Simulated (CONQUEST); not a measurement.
The system is PbF2 (Fluorocronite).

```
Pb F
1.0
     4.19125    0.00000    0.00000
     0.00000    4.19125    0.00000
     0.00000    0.00000    5.92732
Pb F
2 4
Direct
  0.01013 0.01798 0.01299
  0.51013 0.51797 0.51299
  0.49960 0.96708 0.75188
  0.99960 0.46708 0.25188
  0.46841 0.01082 0.26980
  0.96841 0.51082 0.76980
```

The cell isn't the ideal one: atoms moved at random, drawn with an rms of 0.15 Å.

- Program: CONQUEST 1.3
- Task: relaxation of the atoms
- Functional: PBE
- Potentials or basis: PseudoDojo NC PBE, SZP, grid cutoff 150 Ha
- k mesh: 4 × 4 × 3
- Occupations: fermi-dirac, width 0.1 eV
- Spin: no spin polarisation

At the start: volume 17.35 Å³/atom.

Question: Where does the relaxation end?

Answer: Over 18 steps the energy falls by 44.0 meV/atom; space group Fm-3m (No. 225, to 0.05 Å).

The path:
| step | energy change (eV) | largest force (eV/Å) |
| --- | --- | --- |
| 1 | 0.0000 | 0.9823 |
| 2 | -0.0345 | 0.8957 |
| 3 | -0.0872 | 0.7389 |
| 4 | -0.1366 | 0.5820 |
| 5 | -0.1758 | 0.4531 |
| 6 | -0.2044 | 0.3451 |
| 7 | -0.2243 | 0.2636 |
| 8 | -0.2375 | 0.2231 |
| 9 | -0.2464 | 0.1854 |
| 10 | -0.2523 | 0.1555 |
| 11 | -0.2564 | 0.1292 |
| 12 | -0.2591 | 0.1042 |
| 13 | -0.2608 | 0.0853 |
| 14 | -0.2620 | 0.0712 |
| 15 | -0.2628 | 0.0579 |
| 16 | -0.2634 | 0.0462 |
| 17 | -0.2637 | 0.0362 |
| 18 | -0.2639 | 0.0293 |

Final structure:
```yaml
crystal:
  lattice:
    - [4.19125, 0.00000, 0.00000]
    - [0.00000, 4.19125, 0.00000]
    - [0.00000, 0.00000, 5.92732]
  atoms:
    - { symbol: Pb, position: [0.99383, 0.99857, 0.01062] }
    - { symbol: Pb, position: [0.49383, 0.49857, 0.51064] }
    - { symbol: F, position: [0.49263, 0.99873, 0.76182] }
    - { symbol: F, position: [0.99263, 0.49873, 0.26182] }
    - { symbol: F, position: [0.49185, 0.99844, 0.26199] }
    - { symbol: F, position: [0.99185, 0.49844, 0.76199] }
```

Caveat: the atomic basis is small; the basis of atomic orbitals isn't converged, which shifts pressures, moduli and gaps.
